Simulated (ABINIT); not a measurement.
Crystal: V.

```
V
1.0
    -1.51435    1.51435    1.51435
     1.51435   -1.51435    1.51435
     1.51435    1.51435   -1.51435
V
1
Direct
  0.00000 0.00000 0.00000
```

Base run:

| Item | Value |
| --- | --- |
| Program | ABINIT 10.8.3 (patched build) |
| Functional | PBEsol |
| Potentials or basis | PseudoDojo NC SR PBEsol v0.4 stringent |
| Cutoff | 1034 eV |
| k mesh | 16 × 16 × 16, with 2 shifts |
| Occupations | fermi-dirac, width 0.2 eV |
| Spin | collinear spin, ferromagnetic start |
| Starting moments | [2.0] μB |

Its results: pressure -11.3 GPa; net moment 0.00 μB per cell.

The run is repeated on the same cell with these changes: k mesh from 16 × 16 × 16, with 2 shifts to 9 × 9 × 9; occupations from fermi-dirac, width 0.2 eV to fermi-dirac, width 0.05 eV. What comes out?

Pressure -12.6 GPa; net moment 0.19 μB per cell; site moments V +0.12 μB.
